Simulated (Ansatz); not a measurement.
# GaAs: equation of state with PBEsol+D3(BJ)

GaAs:

```
As Ga
1.0
     0.00000    2.82685    2.82685
     2.82685    0.00000    2.82685
     2.82685    2.82685    0.00000
As Ga
1 1
Cartesian
  4.2403 4.2403 4.2403
  0.0000 0.0000 0.0000
```

```yaml
Program: Ansatz 0.2.0
Task: equation of state
Functional: PBEsol
Dispersion: D3(BJ)
Potentials_or_basis: Ansatz PAW
Cutoff: 420 eV
Density_cutoff: 1680 eV
k_mesh: 8 × 8 × 8
Occupations: fermi-dirac, width 0.05 eV
Spin: no spin polarisation
```

```yaml
Equilibrium_volume: 21.98 Å³/atom
Bulk_modulus: 75 GPa
Pressure_derivative_of_the_bulk_modulus: 4.9
```

Energy against volume, from the lowest point:
```csv
volume (Å³/atom),energy (meV/atom)
21.234,6.17
21.686,0.73
22.138,0.00
22.590,3.44
23.041,10.61
23.493,21.07
23.945,34.40
```

All runs of the series together: 3.6 s on 2 threads of AMD EPYC 9R45 96-Core Processor (Zen 5), with other jobs on the host.
